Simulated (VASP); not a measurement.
Set up this calculation in VASP 6.6.1, as the native input.

```
Task                   : relaxation of cell and atoms
Functional             : PBE
Dispersion             : D3(BJ)
Potentials or basis    : VASP PAW PBE potentials, release 64 (Ti_sv, Se)
Cutoff                 : 600 eV
k mesh                 : 12 × 12 × 6
Occupations            : methfessel-paxton, width 0.1 eV
Spin                   : no spin polarisation
Target pressure        : 3.12 GPa
Further INCAR settings : ALGO = Normal; EDIFF = 1e-06; IBRION = 2; EDIFFG = -0.01; NSW = 90; ISIF = 3
Target pressure        : 3.12 GPa
```

The structure of TiSe2 lies in POSCAR:

```
TiSe2
1.0
    3.5360000000      0.0000000000      0.0000000000
   -1.7680000000      3.0622658278      0.0000000000
    0.0000000000      0.0000000000      6.0040000000
Ti Se
1 2
Direct
    0.0000000000      0.0000000000      0.0000000000
    0.3333333333      0.6666666667      0.2552000000
    0.6666666667      0.3333333333      0.7448000000
```

These files were run (other wordings do the same):

INCAR

```
ALGO     = Normal         # electronic algorithm
EDIFF    = 1E-6           # SCF threshold, eV
EDIFFG   = -0.01          # ionic threshold
ENCUT    = 600            # plane-wave cutoff, eV
GGA      = PE             # functional
IBRION   = 2              # ionic algorithm
ISIF     = 3              # what is computed and relaxed
ISMEAR   = 1              # smearing method
IVDW     = 12             # dispersion correction
LASPH    = T              # aspherical terms in the spheres
LCHARG   = F              # write CHGCAR
LREAL    = F              # projectors in reciprocal space
LWAVE    = F              # write WAVECAR
NELM     = 80             # most SCF steps
NSW      = 90             # ionic steps
PREC     = Accurate       # precision mode
PSTRESS  = 31.2         
SIGMA    = 0.1            # smearing width, eV
```

KPOINTS

```
k-points
0
Gamma
  12 12 6
```

Potentials or basis: VASP PAW PBE potentials, release 64 (Ti_sv, Se).

The run is started by

```console
$ cat potpaw_PBE.64/Ti_sv/POTCAR potpaw_PBE.64/Se/POTCAR > POTCAR
$ mpirun -np 1 vasp_std > vasp.out
```

It gave:

The relaxed volume is 19.35 Å³/atom and the relaxed cell is a = 3.429 Å, b = 3.429 Å, c = 5.700 Å, α = 90.00°, β = 90.00°, γ = 120.00°. The space group after relaxing (to 0.05 Å) is P-3m1 (No. 164). The energy change on relaxing (the enthalpy is what falls) is +2.9 meV/atom, the ionic steps are 11 and the pressure after relaxing is 3.1 GPa. The band gap on the k mesh is none (metal or under the smearing width). The dispersion energy per atom is -0.479 eV.

Caveat: the cell is relaxed towards a set pressure, so the enthalpy falls and the energy may rise.

Wall time 11 min on 1 thread of AMD EPYC 9R14 (Zen 4), with other jobs on the host, peak memory 0.27 GiB.
